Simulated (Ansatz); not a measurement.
# Random displacements in TiC

Theory: DFT r2SCAN, scalar-relativistic, plane waves, PAW in Ansatz. Settings: plane waves to 350 eV, k-mesh 6×6×6 (Γ-centred), Gaussian smearing 0.15 eV. The mesh is coarse. The cutoff lies under the one recommended for these potentials. No spin polarisation. Energies are free energies at this smearing, counted from the undisturbed cell; pressure is positive in compression.

Zero of the scan (as given, not relaxed at this level):

```
Ti C
1.0
     4.32800    0.00000    0.00000
     0.00000   -4.32800    0.00000
     0.00000    0.00000   -4.32800
Ti C
4 4
Direct
  0.00000 0.50000 0.50000
  0.50000 0.00000 0.50000
  0.50000 0.50000 0.00000
  0.00000 0.00000 0.00000
  0.50000 0.00000 0.00000
  0.00000 0.50000 0.00000
  0.00000 0.00000 0.50000
  0.50000 0.50000 0.50000
```

The atoms are displaced (Å, in the unstrained cell):

```csv
atom,ux,uy,uz
Ti1,-0.100,0.110,0.154
Ti2,0.008,0.033,-0.031
Ti3,-0.060,0.100,-0.021
Ti4,0.119,-0.020,0.003
C5,0.147,-0.101,-0.172
C6,-0.076,-0.050,0.142
C7,-0.027,-0.059,-0.124
C8,-0.012,-0.013,0.049
```

The cell is not strained.

Problem. What are the energy change, the stress and the forces?

Solution. ΔE = 172.8 meV/atom; stress (xx, yy, zz, yz, xz, xy; compression positive) (1.15, 9.43, 3.51, 0.51, 1.04, -0.98) GPa.
```csv
atom,Fx (eV/Å),Fy,Fz
Ti1,1.21,-2.26,-2.38
Ti2,0.05,-0.16,-0.12
Ti3,1.05,-2.37,0.76
Ti4,-1.83,0.67,0.02
C5,-1.80,1.75,1.96
C6,1.04,0.78,-1.49
C7,0.63,1.15,1.68
C8,-0.36,0.44,-0.44
```

Cost: 1 run of about 0.36 core-minutes, on Intel Xeon 6975P-C (Granite Rapids) (shared hosts).